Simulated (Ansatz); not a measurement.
## InP: single point with RPBE

**The experiment to reproduce.**

A printed reference work, data compilation reports, for a bulk crystal of InP at 1.6 K: band gap 1.4236 eV (direct).

Crystal: InP.

```xyz
2
Lattice="0.0000 2.9305 2.9305 2.9305 0.0000 2.9305 2.9305 2.9305 0.0000" Properties=species:S:1:pos:R:3 pbc="T T T"
In    0.0000    0.0000    0.0000
P     4.3957    4.3957    4.3957
```

```
Program             : Ansatz 0.2.0
Task                : single point
Functional          : RPBE
Potentials or basis : Ansatz PAW
Cutoff              : 420 eV (not typed: the program's choice for these potentials)
k mesh              : 8 × 8 × 8
Occupations         : gaussian, width 0.05 eV
Spin                : no spin polarisation
```

```yaml
Pressure: 5.2 GPa
Band_gap_on_the_k_mesh: 0.85 eV, direct
```

Levels at points of the mesh, in eV from the valence-band top:
```tsv
k point	band 6	band 7	band 8	band 9	band 10	band 11	band 12	band 13
(0.00, 0.00, 0.00)	-11.49	0.00	0.00	0.00	0.85	4.14	4.14	4.14
(0.00, 0.00, -0.50)	-9.77	-5.68	-0.96	-0.96	1.61	4.86	4.86	7.28
(0.00, -0.50, -0.50)	-9.12	-5.70	-2.30	-2.30	1.89	2.36	9.36	9.66
```

It took 1.5 s on 2 threads of Intel(R) Xeon(R) Processor @ 2.70GHz, with other jobs on the host, peak memory 0.35 GiB.

A measured gap of InP is 1.4236 eV (direct; 1.6 K; a printed reference work, data compilation); the calculated 0.85 eV misses it by -0.57 eV. Spin-orbit coupling on In is left out. The value is that of RPBE, without temperature or zero-point motion. Semilocal functionals fall short of measured gaps as a rule.

Caveat: spin-orbit coupling is left out, which moves the levels of the heavy elements; the PAW data sets come from PBE, with cores solved anew for the run's functional, which leaves a small shift of forces and pressure.
